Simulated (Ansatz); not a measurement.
The system is PtSe2 (Sudovikovite).

```
CELL_PARAMETERS angstrom
3.72400 0.00000 0.00000
-1.86200 3.22508 0.00000
0.00000 0.00000 5.06200
ATOMIC_POSITIONS crystal
Pt 0.00000 0.00000 0.00000
Se 0.66667 0.33333 0.75000
Se 0.33333 0.66667 0.25000
```

* Program: Ansatz 0.2.0
* Task: single point
* Functional: PBE
* Potentials or basis: Ansatz PAW
* Cutoff: 420 eV (not typed: the program's choice for these potentials)
* k mesh: 8 × 8 × 5
* Occupations: fermi-dirac, width 0.05 eV
* Spin: no spin polarisation

On this cell: pressure 7.3 GPa; largest force 0.592 eV/Å; band gap on the k mesh none (metal or under the smearing width).

The same run follows on a disturbed copy (atoms moved at random, drawn with an rms of 0.05 Å):

```
CELL_PARAMETERS angstrom
3.72400 0.00000 0.00000
-1.86200 3.22508 0.00000
0.00000 0.00000 5.06200
ATOMIC_POSITIONS crystal
Pt 0.01133 0.02263 0.00660
Se 0.65034 0.33135 0.74000
Se 0.33238 0.65513 0.24631
```

**Question.** What does the disturbed cell give?

**Answer.** The energy (extrapolated to zero smearing) moves by +38.7 meV/atom; pressure 7.2 GPa; largest force 2.024 eV/Å; band gap on the k mesh none (metal or under the smearing width).

Forces on the atoms (eV/Å):
```
Pt  -0.310 -1.632 -1.155
Se   0.465  0.511  0.037
Se  -0.155  1.121  1.119
```

Stress tensor (GPa, compression positive):
```
 6.83  0.98 -1.88
 0.98  9.25  1.73
-1.88  1.73  5.58
```
